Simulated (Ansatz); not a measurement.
Structure: CdSe in the 4H polytype structure, at its r2SCAN minimum. Space group P6_3mc (No. 186), hexagonal; conventional cell a = 4.339 Å, c = 14.159 Å, 28.86 Å³ an atom. Around Cd lie 4 Se at 2.65–2.66 Å; around Cd lie 4 Se at 2.66 Å; around Se lie 4 Cd at 2.66 Å; around Se lie 4 Cd at 2.65–2.66 Å.

```cif
data_structure
_symmetry_space_group_name_H-M 'P6_3mc'
_symmetry_Int_Tables_number 186
_cell_length_a 4.3393
_cell_length_b 4.3393
_cell_length_c 14.1587
_cell_angle_alpha 90.000
_cell_angle_beta 90.000
_cell_angle_gamma 120.000
_cell_volume 230.88
loop_
_atom_site_label
_atom_site_type_symbol
_atom_site_symmetry_multiplicity
_atom_site_Wyckoff_symbol
_atom_site_fract_x
_atom_site_fract_y
_atom_site_fract_z
_atom_site_occupancy
Cd1 Cd 2 a 0.00000 0.00000 0.99980 1
Cd2 Cd 2 b 0.33333 0.66667 0.24996 1
Se1 Se 2 a 0.00000 0.00000 0.18750 1
Se2 Se 2 b 0.33333 0.66667 0.43774 1
```

The questions ask for values computed with the PAW code Ansatz on this geometry. The calculation is spin-unpolarised, and the structure need not be a phase that has been made.

Given (12×12×2 mesh): With PBE the gap is 0.58 eV and direct, at Γ.

Problem. Estimate the gap with LDA on 12×12×2.

Solution. The LDA gap is direct at Γ: 0.31 eV. The gap differs by -0.27 eV from PBE's.

Problem. Estimate the gap with r2SCAN on 12×12×2.

Solution. r2SCAN gives a direct gap of 1.07 eV at Γ. The gap differs by +0.49 eV from PBE's.

Problem. How does the gap change from PBE to HSE06 (6×6×2)?

Solution. With HSE06 the gap is 1.51 eV and direct, at Γ. The gap differs by +0.93 eV from PBE's.

Problem. What does PBE0 give for the gap (6×6×2 mesh)?

Solution. With PBE0 the gap is 2.11 eV and direct, at Γ. The gap differs by +1.53 eV from PBE's.

Problem. Roughly how does the cost of the HSE06 run (6×6×2) compare with r2SCAN's (12×12×2)?

Solution. About 11 times as much (30 core-minutes against 2.7 core-minutes, on 4 threads of Intel(R) Xeon(R) Processor @ 2.70GHz, with other jobs on the host).

Problem. Relaxed again with PBEsol, is the cell stable at the zone centre, and where do its optical modes lie?

Solution. The zone-centre optical frequencies run from 27 to 194 cm⁻¹, none imaginary (the rest of the zone wasn't tested). With the long-range field the highest mode reaches 199 cm⁻¹. By the program's warning the force constants, and with them frequencies and ε⁰, aren't converged on this mesh.

The runs are scalar-relativistic, without spin-orbit coupling.

The meshes of the hybrids are coarse, so their gaps aren't converged to the digits shown.
